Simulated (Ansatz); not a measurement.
**Ag: other elements on the same sites**

The task here is to estimate one member of a computed series from the others.

Computed with Ansatz 0.2.0 (DFT PBE, scalar-relativistic, plane waves, PAW, unless a step's input says otherwise).

4 further runs of the same task are left out: 4 set aside as unsound or not needed.

### The starting structure

Symmetry: Fm-3m, No. 225, cubic system. The conventional cell has a = 4.147 Å, b = 4.147 Å, c = 4.147 Å, α = 90.00°, β = 90.00°, γ = 90.00°. Around Ag (site symmetry m-3m) lie 12 Ag at 2.93 Å.

Coordinates:

```cif
data_structure
_symmetry_space_group_name_H-M 'Fm-3m'
_symmetry_Int_Tables_number 225
_cell_length_a 4.1475
_cell_length_b 4.1475
_cell_length_c 4.1475
_cell_angle_alpha 90.000
_cell_angle_beta 90.000
_cell_angle_gamma 90.000
_cell_volume 71.34
loop_
_atom_site_label
_atom_site_type_symbol
_atom_site_symmetry_multiplicity
_atom_site_Wyckoff_symbol
_atom_site_fract_x
_atom_site_fract_y
_atom_site_fract_z
_atom_site_occupancy
Ag1 Ag 4 a 0.00000 0.00000 0.00000 1
```

It goes back to an entry of the Materials Project.

This cell was relaxed beforehand with the same method: volume 17.84 Å³/atom, gap on the mesh none (metal).

The first run:

Contents of input.yaml:

```yaml
crystal:
  lattice:
    - [0.0, 2.0639845402, 2.0639845402]
    - [2.0639845402, 0.0, 2.0639845402]
    - [2.0639845402, 2.0639845402, 0.0]
  atoms:
    - { symbol: Cd, position: [0.0, 0.0, 0.0] }
basis:
  ecutwfc: 420
kpoints:
  mp_grid: { grid: [8, 8, 8] }
hamiltonian:
  xc: pbe
scf:
  occupations: { method: gaussian, width: 0.1 }
output:
  forces: true
  stress: true
  eigenvalues: true
```

On the command line:

```sh
$ ansatz run input.yaml --threads 1 --pin off --max-ram 2560MiB --backend cpu --events-out ev --progress --plain --runs-dir out
```

Steps of the session up to this table: A first look at the start (Cd); A loose first relaxation (Cd); The relaxation (Cd).

One of the session's tables, all rows but one given; the rest of the session is left out.

Lengths are those of the vectors of the cell that was run:

```
   swap  volume (Å³/atom)  a (Å)  b (Å)  c (Å)
   none             17.84  2.933  2.933  2.933
Ag → Li             20.19  3.057  3.057  3.057
Ag → Cu             11.95  2.567  2.567  2.567
Ag → Cd                 ?      ?      ?      ?
Ag → Au             17.97  2.940  2.940  2.940
```

**Question.** Estimate the row for Ag → Cd.

As computed: volume (Å³/atom): 22.90; a (Å): 3.187; b (Å): 3.187; c (Å): 3.187. In the column «volume (Å³/atom)» it is the highest.

Lengths are those of the computed cell. Rows of earlier swaps come from the sessions before.
